# Why aluminium stiffens when it is alloyed

The more tightly atoms are packed, the harder a crystal should be to compress. Among crystals that contain aluminium, stiffness ought then to fall as the volume per atom grows. AlN, AlNi, TiAl and pure Al do follow that order. AlRu breaks it: its atoms have more room than those of AlNi or AlN, yet it has the highest bulk modulus of the five.

Ansatz 0.2.0, all-electron LAPW, PBEsol, scalar-relativistic, for five crystals that contain aluminium; Fermi-Dirac smearing 0.02 eV for AlN, 0.05 eV for the others. V0, B0 and dB/dP come from Birch-Murnaghan fits to pressures at four or more volumes within 6 % of the given cell, with cell shape and atomic positions held. Only AlNi was run with spin, from a parallel start.

| crystal | space group | measured volume (COD) (Å³/atom) | V0, LAPW (Å³/atom) | error of V0, LAPW (%) | B0, LAPW (GPa) | dB/dP, LAPW |
| --- | --- | --- | --- | --- | --- | --- |
| AlN | 186 | 10.43 | 10.45 | 0.2 | 201 | 3.9 |
| AlNi | 221 | 11.96 | 11.71 | -2.0 | 173 | 4.4 |
| AlRu | 221 | 13.39 | 13.17 | -1.6 | 219 | 4.4 |
| Al | 225 | 16.58 | 16.14 | -2.7 | 81.9 | 4.8 |
| TiAl | 123 | 16.34 | 15.77 | -3.5 | 121 | 3.9 |

Here $V_0$ is the computed volume per atom at zero pressure. The bulk modulus $B_0$ measures resistance to compression: a small pressure $P$ shrinks the volume by the fraction $P/B_0$. For aluminium, with 82 GPa, a loss of one per cent takes about 0.8 GPa. The column dB/dP, written $B'$ below, tells how fast the crystal stiffens as it is squeezed.

A power law in volume alone, fitted to all five rows, leaves AlRu 44 % above the curve, although AlRu was part of the fit. Volume matters, but so does what fills it.

## Two metals under one pressure

Aluminium has three outer electrons per atom, spread almost evenly through the metal. Compression raises their kinetic energy, and for free electrons of this density that alone would be expected to give more than twice the modulus in the table. But compression also brings the electrons closer to the ions, and the inward pull of this attraction grows as the volume shrinks. It cancels much of the resistance and leaves aluminium soft. A transition metal has d electrons as well. They form bonds that pull the atoms closer together, to distances where the resistance to further compression rises steeply.

How strong these bonds are depends on how far the d band is filled. Its lower states are bonding and its upper states antibonding, so the bonds are strongest near half filling. Titanium has few d electrons, ruthenium sits not far past the middle, and nickel has filled most of the antibonding states too. Rough recalled moduli reflect this: about 110 GPa for Ti, 310 for Ru and 180 for Ni.

Now let aluminium share a crystal with one of these metals. Both kinds of atom feel the same pressure, like two springs in series, and the soft one gives way most. If each metal kept its own volume $V_i$ and modulus $B_i$, the losses of volume would add, and the mixture would have

$$B_{\rm mix}=\frac{V_1+V_2}{V_1/B_1+V_2/B_2}.$$

A stiff partner therefore helps less than an ordinary average suggests, because the aluminium goes on yielding. For all three alloys this mixture is clearly softer than the computed crystal, by 22 % in TiAl and by about 40 % in the other two.

What it leaves out is that the metals do not keep their volumes. Each alloy is denser than the mean of its elements. The usual explanation is that the outer s and p electrons of aluminium bond with the d states of the partner and draw the atoms together; the table shows the volumes, not these bonds. The estimate below assumes that the shortened distances act on both metals much as an outside pressure would.

The gain in stiffness then follows from two definitions. A change of volume $dV$ changes the pressure by $dP=-B\,dV/V$, and the modulus then changes by $dB=B'\,dP$. With $B'$ constant, $B$ grows as $V^{-B'}$. With the table's middle value of 4.4, each per cent of lost volume adds more than four per cent of stiffness.

Using one such value for the whole mixture is a shortcut. Pressure raises the moduli of both metals by similar amounts, but for the soft one, which does most of the yielding, that is a larger fraction. Two unequal springs should therefore stiffen faster together than this estimate allows.

## AlRu, worked through

Aluminium enters with its own row of the table, 16.14 Å$^3$ and 81.9 GPa. Ruthenium enters with a rough recalled volume of 14 Å$^3$. The calculation makes the metals of the table 2.45 % smaller than measured on average, so for a fair comparison the recalled volume is lowered by as much, to 13.66 Å$^3$. The recalled modulus is left as it is; raising it to suit the smaller volume would add only a few per cent to the result in any of the three alloys. The springs in series give

$$B_{\rm mix}=\frac{16.14+13.66}{16.14/81.9+13.66/310}\approx 124\ \text{GPa}.$$

Of the two terms below the line, the aluminium term is more than four times the ruthenium term. The mixture is thus only half again as stiff as pure aluminium, although ruthenium itself is nearly four times as stiff.

The mean volume of the two metals is 14.90 Å$^3$, but the atoms of AlRu have only 13.17 Å$^3$. Squeezing the mixture to that size gives

$$B\approx 124\times\left(\frac{14.90}{13.17}\right)^{4.4}\approx 213\ \text{GPa},$$

against 219 GPa in the table. The modulus of AlRu was not used to get this, but its volume was. The estimate therefore bears on why a crystal of this density is so stiff, not on why it is so dense.

So close a match is partly luck. Of the three partners, ruthenium differs most from aluminium in stiffness, so the shortcut with one $B'$ matters most here. Squeezing each metal by its own modulus is expected to overshoot the table.

AlRu's lead over AlN is less certain than its lead over the other metals. The computed cell of AlRu is 1.6 % smaller than the measured one, partly because thermal and zero-point expansion are missing, and too small a cell is too stiff. Moved to their measured volumes, AlRu and AlN come out at 204 and 203 GPa, which is a tie. The value for AlN is also slightly too high, because its cell shape and atomic positions were held during compression.

## TiAl: the contraction that does not show

TiAl looks like a case where volume should make no difference. Its atoms take nearly as much room as those of aluminium, yet it is almost half as stiff again. Pure aluminium squeezed to the volume of TiAl would reach only 92 GPa, well short of the 121 GPa in the table.

The comparison with aluminium hides the contraction. Titanium atoms are larger than aluminium atoms, so an alloy with nearly aluminium's volume has in fact shrunk, by about 6 % against the mean of its elements. Titanium is also only moderately stiff, so both contributions are smaller than in AlRu. Together they give 126 GPa, close to the table.

This row is less secure than the others, because its smallest computed cell lies only just below the equilibrium volume. Its $B'$ in particular rests on stretched cells. That TiAl is stiffer than aluminium is safe all the same, since the gap remains when both are moved to their measured volumes.

## AlNi: where the simple picture is too stiff

AlNi and AlRu have the same crystal structure, which makes them a useful pair. The runs of AlNi started with a magnetic moment but lost it, and AlRu was run without spin, so magnetism plays no part in the comparison. AlNi has contracted slightly more against its elements and has the smaller volume, yet AlRu is 27 % stiffer. The springs, once squeezed, make AlNi too stiff and put AlRu ahead by only 11 %.

Even that smaller lead is not firm. The recalled volumes have two figures, and half a unit in the second shifts a squeezed modulus by roughly 8 %. The choice of $B'$ within the range of the table matters by up to 13 %. Agreement to about ten per cent, which all three alloys reach, is as much as such inputs can support.

Part of the missing lead is expected to come from the shortcut with one $B'$, which holds AlRu back more than AlNi. Another likely reason lies in the electron count. AlNi has 13 valence electrons per pair of atoms and AlRu has 11, so AlNi should hold more electrons in antibonding states. The model takes its bonding from the pure metals and knows of the new bonds only through the volume. The 4d orbitals of ruthenium also reach further than the 3d orbitals of nickel and overlap more with their neighbours. No row separates these causes, so their shares remain open.

## AlN: stiff for another reason

AlN seems to fit the volume rule well, with the smallest volume per atom and a high modulus. But half of its atoms are small nitrogen atoms. Counted per aluminium atom, the crystal takes 20.9 Å$^3$, more than aluminium metal does. It is not squeezed aluminium, and the picture of two metals does not apply.

Its stiffness comes from short, polar-covalent bonds. Each pair of atoms shares eight valence electrons, and their density is about twice that in aluminium. A rough recalled rule for crystals with four neighbours per atom, which uses only the bond length, gives 193 GPa against the computed 201. As that rule was made for crystals of this kind, it shows that AlN is a normal member of its family, not why the family is stiff.

## Guessing a similar alloy

For another alloy of aluminium with a transition metal, the volume per atom alone is a poor guide. Two questions serve better: how stiff is the partner, and how far has the alloy shrunk below the mean volume of its elements? The second deserves the greater care, because the modulus multiplies any error in the volume by more than four. The printed output below gives both contributions for the three alloys, which are too few to show how far the recipe carries.

Printed output of the fit:

```
Stiffness and volume:
   row  B0 (GPa)  B0 relative to Al  B0 times V0 (eV/atom)  B moved to measured volume (GPa)
   AlN       201              2.454                  13.11                             202.5
  AlNi       173              2.112                  12.64                             157.6
  AlRu       219              2.674                     18                             203.6
    Al      81.9                  1                   8.25                             71.98
  TiAl       121              1.477                  11.91                             105.4
Springs in series then squeezed:
   row  volume against mean of elements (%)  unsqueezed B (GPa)  factor from squeezing  squeezed B (GPa)  miss (%)  squeezed B with uncorrected partner volumes (GPa)
  AlNi                               -12.84               104.7                  1.831             191.6     10.78                                              201.1
  AlRu                                -11.6               123.6                   1.72             212.6    -2.918                                              225.1
    Al                                    0                81.9                      1              81.9         0                                               81.9
  TiAl                               -6.407               94.48                  1.338             126.4     4.485                                              134.1
mean volume error of the four metals (%): -2.45
dB/dP used for squeezing: 4.4
largest change of the model over the range of dB/dP in the table (%): 13.17
unsqueezed mixture against B0 in AlNi (%): -39.49
unsqueezed mixture against B0 in AlRu (%): -43.57
unsqueezed mixture against B0 in TiAl (%): -21.92
AlRu over AlNi in the table (ratio of B0): 1.266
AlRu over AlNi in the model (ratio of B): 1.109
pure Al squeezed to the volume of TiAl (GPa): 91.54
fit of log(B0_1) on 5 rows: constant 9.526 +/- 1.9, coefficient of log(V0_1) -1.747 +/- 0.74; rms 0.215, worst AlRu -0.368, leave-one-out rms 0.342
AlRu above the volume-only curve (%): 44.42
volume per Al atom in AlN (angstrom^3): 20.9
valence electron density of AlN over that of Al: 2.059
AlN from rough recalled tetrahedral rule 1800/d^3.5 (GPa): 192.7
```
